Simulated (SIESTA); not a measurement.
MoP:

```
Mo P
1.0
     3.22300    0.00000    0.00000
    -1.61150    2.79120    0.00000
     0.00000    0.00000    3.19100
Mo P
1 1
Direct
  0.00000 0.00000 0.00000
  0.33333 0.66667 0.50000
```

Base run:

- Program: SIESTA 5.4.2
- Functional: PBE
- Potentials or basis: PseudoDojo 0.4 standard (PBE files)
- Basis: DZP (energy shift 0.003 Ry; two zetas on semicore shells)
- Grid cutoff: 800 Ry
- Energy shift: 0.003 Ry
- k mesh: 10 × 10 × 8
- Occupations: fermi-dirac, width 0.05 eV
- Spin: no spin polarisation

Its results: band gap on the k mesh none (metal or under the smearing width); pressure 5.5 GPa.

Problem. The run is repeated on the same cell with these changes: functional from PBE to LDA; potentials or basis from PseudoDojo 0.4 standard (PBE files) to PseudoDojo 0.4 standard (LDA files). What comes out?

Solution. Band gap on the k mesh none (metal or under the smearing width); pressure -4.6 GPa.

Caveats: the basis of atomic orbitals isn't converged, which shifts pressures, moduli and gaps.
